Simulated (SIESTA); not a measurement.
**InAs: band structure with PBEsol**

**Experimental background.**

A printed reference work, data compilation reports, for a bulk crystal of InAs at 4.2 K: band gap 0.418 eV (direct).

Crystal: InAs.

```
CELL_PARAMETERS angstrom
0.00000 3.01800 3.01800
3.01800 0.00000 3.01800
3.01800 3.01800 0.00000
ATOMIC_POSITIONS crystal
In 0.00000 0.00000 0.00000
As 0.75000 0.75000 0.75000
```

```
Program             : SIESTA 5.4.2
Task                : band structure
Functional          : PBEsol
Potentials or basis : PseudoDojo 0.4 standard (PBEsol files)
Basis               : DZP (energy shift 0.003 Ry; two zetas on semicore shells)
Grid cutoff         : 500 Ry
Energy shift        : 0.003 Ry
k mesh              : 8 × 8 × 8
Occupations         : fermi-dirac, width 0.05 eV
Spin                : no spin polarisation
```

The pressure is 1.7 GPa. The band gap on the k mesh is none (metal or under the smearing width).

Levels at the corners of the path, in eV from the Fermi level:
```tsv
point	band 12	band 13	band 14	band 15	band 16	band 17
Γ	-0.16	-0.05	-0.05	-0.05	4.02	4.02
X	-5.97	-2.42	-2.42	1.45	2.11	9.33
W	-5.82	-3.08	-3.00	4.29	4.37	5.14
K	-5.83	-3.40	-2.03	2.09	4.39	7.56
Γ	-0.16	-0.05	-0.05	-0.05	4.02	4.02
L	-5.92	-1.05	-1.05	0.96	4.80	4.80
U	-5.83	-3.40	-2.03	2.09	4.39	7.56
W	-5.82	-3.08	-3.00	4.29	4.37	5.14
L	-5.92	-1.05	-1.05	0.96	4.80	4.80
K	-5.83	-3.40	-2.03	2.09	4.39	7.56
U	-5.83	-3.40	-2.03	2.09	4.39	7.56
X	-5.97	-2.42	-2.42	1.45	2.11	9.33
```

It took 82 s on 1 thread of Intel(R) Xeon(R) Platinum 8488C (Sapphire Rapids), with other jobs on the host, peak memory 0.28 GiB.

Measured gap of InAs: 0.418 eV (direct; 4.2 K; a printed reference work, data compilation). This calculation gives 0.00 eV (-0.42 eV). Spin-orbit coupling on As, In is left out. The value is that of PBEsol in an atomic basis (PseudoDojo 0.4 standard (PBEsol files), DZP (energy shift 0.003 Ry; two zetas on semicore shells)), whose error adds to the functional's, on a finite k mesh, which can miss the band edges, without temperature or zero-point motion. Semilocal functionals fall short of measured gaps as a rule.

Caveat: spin-orbit coupling is left out, which moves the levels of the heavy elements; the basis of atomic orbitals isn't converged, which shifts pressures, moduli and gaps.
